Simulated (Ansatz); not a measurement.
# Si: the cost of one run

Method: DFT LDA, scalar-relativistic, plane waves, PAW, in Ansatz 0.2.0.

2 further runs of the same task are left out: 2 set aside as unsound or not needed.

### Step 1. The system as given

The structure is orthorhombic, space group Cmcm (No. 63). Conventional cell: a = 3.799 Å, b = 10.641 Å, c = 12.570 Å, α = 90.00°, β = 90.00°, γ = 90.00°. Si (site symmetry m) has 4 Si at 2.32 to 2.36 Å as nearest neighbours. Si (site symmetry m) has 4 Si at 2.33 to 2.36 Å as nearest neighbours.

Coordinates:

```cif
data_structure
_symmetry_space_group_name_H-M 'Cmcm'
_symmetry_Int_Tables_number 63
_cell_length_a 3.7993
_cell_length_b 10.6412
_cell_length_c 12.5702
_cell_angle_alpha 90.000
_cell_angle_beta 90.000
_cell_angle_gamma 90.000
_cell_volume 508.21
loop_
_atom_site_label
_atom_site_type_symbol
_atom_site_symmetry_multiplicity
_atom_site_Wyckoff_symbol
_atom_site_fract_x
_atom_site_fract_y
_atom_site_fract_z
_atom_site_occupancy
Si1 Si 8 f 0.00000 0.24293 0.44498 1
Si2 Si 8 f 0.50000 0.07130 0.65723 1
Si3 Si 8 f 0.00000 0.02890 0.40927 1
```

It goes back to an entry of the Materials Project, which need not be the stable form.

It is the result of an earlier relaxation at this level (volume 21.18 Å³/atom; gap on the mesh: 0.38 eV).

### Step 2. The scan

The energy is mapped over two homogeneous strains (x along [1 0 0], y along [0 1 0], z along [0 0 1] of the conventional cell).

The axes are (1) engineering shear strain xy: 9 values from −30.0 %; (2) equal normal strain along x and y: 9 values from −15.00 %.

Nothing else is relaxed (fractional coordinates fixed). Energies count from the relaxed crystal. Points are written as (first, second).

### Step 3. Grid point (−22.5 %, −15.00 %)

File input.yaml:

```yaml
crystal:
  lattice:
    - [2.2132837287, -4.7362173733, 0.0]
    - [1.0161500943, 4.3087923085, 0.0]
    - [0.0, 0.0, 12.5702440454]
  atoms:
    - { symbol: Si, position: [0.7570666288, 0.2429333712, 0.9449750226] }
    - { symbol: Si, position: [0.2429333712, 0.7570666288, 0.0550249774] }
    - { symbol: Si, position: [0.7570666288, 0.2429333712, 0.5550249774] }
    - { symbol: Si, position: [0.2429333712, 0.7570666288, 0.4449750226] }
    - { symbol: Si, position: [0.4287015211, 0.5712984789, 0.1572276936] }
    - { symbol: Si, position: [0.5712984789, 0.4287015211, 0.8427723064] }
    - { symbol: Si, position: [0.4287015211, 0.5712984789, 0.3427723064] }
    - { symbol: Si, position: [0.5712984789, 0.4287015211, 0.6572276936] }
    - { symbol: Si, position: [0.9711041075, 0.0288958925, 0.9092746508] }
    - { symbol: Si, position: [0.0288958925, 0.9711041075, 0.0907253492] }
    - { symbol: Si, position: [0.9711041075, 0.0288958925, 0.5907253492] }
    - { symbol: Si, position: [0.0288958925, 0.9711041075, 0.4092746508] }
basis:
  ecutwfc: 420
kpoints:
  mp_grid: { grid: [10, 10, 4] }
hamiltonian:
  xc: lda
  pseudopotentials: { kind: paw, azcp: { folder: soft_1 } }
scf:
  occupations: { method: gaussian, width: 0.03 }
output:
  forces: true
  stress: true
  eigenvalues: true
```

Started as:

```
ansatz run input.yaml --threads 4 --pin off --max-ram 8192MiB --backend cpu --events-out ev --progress --plain --runs-dir out
```

Q: Estimate wall time and peak memory on 4 threads of Arm Neoverse V2, shared host.

About 15 s, with a peak of 0.95 GiB.
